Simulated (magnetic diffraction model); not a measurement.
# Solving a magnetic structure from powder neutron data: NdZnN2

Space group Amm2 (no. 38), a = 3.9330 Å, b = 4.5770 Å, c = 6.1010 Å.

```
site  atom    x       y       z
  2a    Nd    0     1/2  0.4956
  2b    Zn  1/2     1/2  0.1175
  4e     N  1/2  0.3378  0.8035
```

The compound is invented for this exercise: a known structure type with other elements, its cell scaled to their sizes and not relaxed.

Only Nd is taken to order (form factors of Nd3+); orders and moment sizes are assumed, and not adapted to the symmetry. Radiation: neutrons of λ = 1.909 Å, 1.5° to 80°; isotropic B of 0.44 Å² (Nd), 0.5 Å² (Zn) and 0.74 Å² (N). Simulated constant-wavelength pattern: nuclear and magnetic terms add, the magnetic one as |2.695 fm × Σ f S⊥ exp(2πi Q·r) exp(−B s²)|², summed over all Q at one angle with the factor 1/(sin²θ cos θ). For a modulated order the moment at position r is S exp(−2πi k·r) + c.c., with S = m/2 for a sine wave of amplitude m and S = m(u + iv)/2 for moments turning in a plane, u and v being orthogonal unit vectors in it; the phase factor of the sum at Q = H + k is then exp(2πi H·r). Free-ion form factors, Sears's scattering lengths of 1992, no absorption; a label names one of the reflections at its angle. The strongest nuclear line in the range is 100, and lines under 0.2 are left out.

Above the ordering temperature:

```
2θ (°)    index      I
 28.09  (1 0 0)   56.3
 30.22  (0 1 1)    9.5
 36.47  (0 0 2)    9.9
 41.73  (1 1 1)  100.0
 46.66  (1 0 2)   78.5
 49.30  (0 2 0)    1.8
 57.70  (1 2 0)   11.7
 58.08  (2 0 0)   54.5
 61.81  (0 1 3)   46.4
 62.85  (0 2 2)   30.7
 66.87  (2 1 1)    4.4
 69.23  (1 1 3)   15.7
 70.22  (1 2 2)   20.2
 70.55  (2 0 2)    6.0
 77.48  (0 0 4)   12.6
 79.58  (2 2 0)    1.8
```

Below it (cell unchanged):

```csv
2θ (°),I
5.98,123.4
26.97,7.0
28.09,56.3
28.75,5.3
30.22,9.5
30.23,4.6
34.31,5.3
36.47,9.9
39.33,5.8
41.73,100.0
41.74,3.5
42.82,2.2
44.91,5.1
46.66,78.5
49.30,1.8
49.71,1.6
52.00,2.4
55.60,2.2
57.70,11.7
58.07,2.2
58.08,54.5
58.44,1.1
58.93,1.4
61.81,46.4
62.85,30.7
63.44,3.0
65.16,1.8
66.53,2.0
66.87,4.4
66.87,1.0
67.32,1.1
68.34,1.4
69.22,1.7
69.23,15.7
70.01,0.7
70.22,20.2
```
(The table stops after 36 lines; 9 more lie at higher angle.)

**Question.** Find the propagation vector, then choose among these models:
A. moments turning in the plane of [010] and [001], 2.8 μB on Nd
B. a sine wave with moments along [001] (amplitudes given), 2.8 μB on Nd
C. moments turning in the plane of [100] and [010], 2.8 μB on Nd
D. moments turning in the plane of [001] and [100], 2.8 μB on Nd

The new lines index as (0 0 1/3) at 5.98°, (0 1 2/3) at 26.97°, (1 0 1/3) at 28.75° and (0 0 5/3) at 30.23°, that is as H ± k with k = (0 0 1/3). Satellites come in pairs about each point of the reciprocal lattice.

Magnetic intensity, observed (below minus above) and for each model:

| 2θ (°) | index | observed | A | B | C | D |
| --- | --- | --- | --- | --- | --- | --- |
| 5.98 | (0 0 1/3) | 123.4 | 61.7 | <0.2 | 123.4 | 61.7 |
| 26.97 | (0 1 2/3) | 7.0 | 5.8 | 4.7 | 7.0 | 10.5 |
| 28.75 | (1 0 1/3) | 5.3 | 10.0 | 4.9 | 5.3 | 5.1 |
| 30.23 | (0 0 5/3) | 4.6 | 2.3 | <0.2 | 4.6 | 2.3 |
| 34.31 | (0 1 4/3) | 5.3 | 3.5 | 1.8 | 5.3 | 5.3 |
| 39.33 | (1 1 2/3) | 5.8 | 8.0 | 4.8 | 5.8 | 7.3 |
| 41.74 | (1 0 5/3) | 3.5 | 3.4 | 1.1 | 3.5 | 2.3 |
| 44.91 | (1 1 4/3) | 5.1 | 5.5 | 2.8 | 5.1 | 5.1 |

Model C matches.

The structure used: k = (0 0 1/3), moments turning in the plane of [100] and [010], 2.8 μB on Nd.

[Logs are printed without paths, hosts, clocks, repeated set-up lines and the standing remarks that a program may print on its own settings, such as how far it seeks lower states.]
